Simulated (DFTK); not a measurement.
V: band structure with PBEsol

The system is V.

```
V
1.0
    -1.51435    1.51435    1.51435
     1.51435   -1.51435    1.51435
     1.51435    1.51435   -1.51435
V
1
Cartesian
  0.0000 0.0000 0.0000
```

```
Program                      : DFTK 0.8.2
Task                         : band structure
Functional                   : PBEsol
Potentials or basis          : SG15 1.2 (PBE)
Cutoff                       : 1225 eV
k mesh                       : 12 × 12 × 12
Occupations                  : fermi-dirac, width 0.05 eV
Spin                         : collinear spin, ferromagnetic start
Starting moments             : [2.0] μB
Valence electrons            : V 13
SCF tolerance on the density : 1e-06
```

```
Pressure               : -11.8 GPa
Band gap on the k mesh : none (metal or under the smearing width)
Net moment             : 0.00 μB per cell
Absolute moment        : 0.00 μB per cell
```

Levels at the corners of the path, in eV from the Fermi level:
Spin up:
| point | band 4 | band 5 | band 6 | band 7 | band 8 | band 9 |
| --- | --- | --- | --- | --- | --- | --- |
| Γ | -37.02 | -6.61 | 0.43 | 0.43 | 0.43 | 2.38 |
| H | -37.59 | -2.89 | -2.89 | 3.67 | 3.67 | 3.67 |
| N | -37.03 | -3.12 | -1.07 | 1.49 | 2.38 | 2.73 |
| Γ | -37.02 | -6.61 | 0.43 | 0.43 | 0.43 | 2.38 |
| P | -37.43 | -1.09 | -1.09 | -1.09 | 2.79 | 2.79 |
| H | -37.59 | -2.89 | -2.89 | 3.67 | 3.67 | 3.67 |
| P | -37.43 | -1.09 | -1.09 | -1.09 | 2.79 | 2.79 |
| N | -37.03 | -3.12 | -1.07 | 1.49 | 2.38 | 2.73 |
Spin down:
```
point  band 2  band 3  band 4  band 5  band 6  band 7  band 8  band 9  band 10  band 11
    Γ  -37.02  -37.02  -37.02   -6.61    0.43    0.43    0.43    2.38     2.38    20.43
    H  -37.59  -37.59  -37.59   -2.89   -2.89    3.67    3.67    3.67     9.86     9.86
    N  -37.85  -37.28  -37.03   -3.12   -1.07    1.49    2.38    2.73     4.06     9.81
    Γ  -37.02  -37.02  -37.02   -6.61    0.43    0.43    0.43    2.38     2.38    20.43
    P  -37.43  -37.43  -37.43   -1.09   -1.09   -1.09    2.79    2.79    10.14    10.14
    H  -37.59  -37.59  -37.59   -2.89   -2.89    3.67    3.67    3.67     9.86     9.86
    P  -37.43  -37.43  -37.43   -1.09   -1.09   -1.09    2.79    2.79    10.14    10.14
    N  -37.85  -37.28  -37.03   -3.12   -1.07    1.49    2.38    2.73     4.06     9.81
```

Run time: 100 s on 1 thread of Intel(R) Xeon(R) 6975P-C (Granite Rapids), with other jobs on the host, peak memory 1.8 GiB.

Caveat: the potentials were made for another functional, which shifts forces and pressure.
